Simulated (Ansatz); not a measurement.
**Tellurium (fcc) across density functionals**

All rows: Ansatz, plane waves with scalar-relativistic PAW, 420 eV (500 eV for the SCAN forms), relaxed under each functional, no dispersion correction, no zero-point motion. B₀ comes from uniform scaling at fixed shape; a dash is a value not given.

| functional | V (Å³/atom) | cell | B₀ (GPa) | magnetic state | ΔE to trigonal tellurium (meV/atom) |
| --- | --- | --- | --- | --- | --- |
| PBE | 28.32 | a = 4.839 Å | 53 | spin not included | 418 |
| r²SCAN | 28.41 | a = 4.844 Å | 54 | spin not included | 549 |
| PBEsol | 26.83 | a = 4.752 Å | 64 | spin not included | 325 |
| LDA | 26.44 | a = 4.729 Å | 68 | spin not included | 326 |
| revPBE | 28.84 | a = 4.868 Å | 49 | spin not included | 463 |
| RPBE | 29.06 | a = 4.881 Å | 48 | spin not included | 507 |
| BLYP | 32.02 | a = 5.041 Å | 38 | spin not included | 639 |

LDA gives the smallest volume and BLYP the largest.
